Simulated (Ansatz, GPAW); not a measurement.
Given: the input of a run of GPAW 26.7.0 (ASE script) on Cu (Copper). 

run.py

```python
from ase.dft.bandgap import bandgap
from ase.io import read, write
from ase.units import GPa
from gpaw import GPAW, PW

atoms = read('POSCAR')

calc = GPAW(mode=PW(600),
            xc='PBE',
            kpts={'size': (13, 13, 13), 'gamma': True},
            occupations={'name': 'methfessel-paxton', 'order': 0, 'width': 0.027000000000000003},
            nbands=14,
            convergence={'density': 1e-05, 'energy': 1e-05},
            maxiter=150,
            txt='gpaw.txt')
atoms.calc = calc
energy = atoms.get_potential_energy()
forces = atoms.get_forces()
stress = atoms.get_stress()
calc.write('gs.gpw')
write('result.traj', atoms)
print(f'Energy: {energy:.6f} eV')
print('Forces (eV/A):')
print(forces.round(4))
print('Stress (GPa):', (stress / GPa).round(3))
print('Fermi level:', round(calc.get_fermi_level(), 4), 'eV')
print(f'Gap: {bandgap(calc)[0]:.4f} eV, direct: {bandgap(calc, direct=True)[0]:.4f} eV')
```

File POSCAR:

```
Cu
1.0
    0.0000000000      1.8075000000      1.8075000000
    1.8075000000      0.0000000000      1.8075000000
    1.8075000000      1.8075000000      0.0000000000
Cu
1
Direct
    0.0000000000      0.0000000000      0.0000000000
```

Potentials or basis: GPAW PAW data sets (gpaw-data 1.2.1), pw.

Run with:

```bash
$ OMP_NUM_THREADS=1 python run.py
```

Question: Set up the same calculation for Ansatz 0.2.0. Potentials or basis there: all-electron LAPW, scalar-relativistic.

Answer: As run (cutoffs and basis follow the program's own potentials, and thresholds, step limits or extra output files can differ):

File input.yaml:

```yaml
crystal:
  lattice:
    - [0.0, 1.8075, 1.8075]
    - [1.8075, 0.0, 1.8075]
    - [1.8075, 1.8075, 0.0]
  atoms:
    - { symbol: Cu, position: [0.0, 0.0, 0.0] }
kpoints:
  mp_grid: { grid: [13, 13, 13] }
scf:
  occupations: { method: gaussian, width: 0.027 }
hamiltonian:
  xc: pbe
  pseudopotentials: { kind: all_electron, lapw: { basis_error: 0.001 } }
output:
  forces: true
  stress: true
  eigenvalues: true
```

Potentials or basis: all-electron LAPW, scalar-relativistic.

Run with:

```console
$ ansatz run input.yaml --threads 1 --pin off --max-ram 3072MiB --backend cpu --events-out ev --progress --plain --runs-dir out
```

Both were run:

|  | GPAW | Ansatz |
| --- | --- | --- |
| Pressure | 3.1 GPa | 1.6 GPa |

Where Ansatz's input types no cutoff or centring, it takes its own default and a Γ-centred mesh.

The two runs disagree by more than potentials and bases usually give (in gap, levels, pressure or energy); the cause wasn't traced.

Pressure is positive in compression.
